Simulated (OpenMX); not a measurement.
Ta:

```
CELL_PARAMETERS angstrom
-1.65128 1.65128 1.65128
1.65128 -1.65128 1.65128
1.65128 1.65128 -1.65128
ATOMIC_POSITIONS crystal
Ta 0.00000 0.00000 0.00000
```

* Program: OpenMX 3.8.5
* Task: single point
* Functional: PBE
* Potentials or basis: OpenMX 2013 PBE set, Ta7.0-s3p2d2f1, grid cutoff 400 Ry
* k mesh: 11 × 11 × 11
* Occupations: fermi-dirac, width 0.05 eV
* Spin: no spin polarisation

On this cell: pressure 2.3 GPa; band gap on the k mesh none (metal or under the smearing width).

The same run follows on a disturbed copy (cell strained at random at fixed volume):

```
CELL_PARAMETERS angstrom
-1.62073 1.65465 1.62924
1.69780 -1.62617 1.67783
1.62244 1.62787 -1.60076
ATOMIC_POSITIONS crystal
Ta 0.00191 0.97643 0.99590
```

Question: What changes?

Answer: The energy (extrapolated to zero smearing) moves by +18.3 meV/atom; pressure 2.6 GPa; band gap on the k mesh none (metal or under the smearing width).

Caveats: the basis of atomic orbitals isn't converged, which shifts pressures, moduli and gaps.
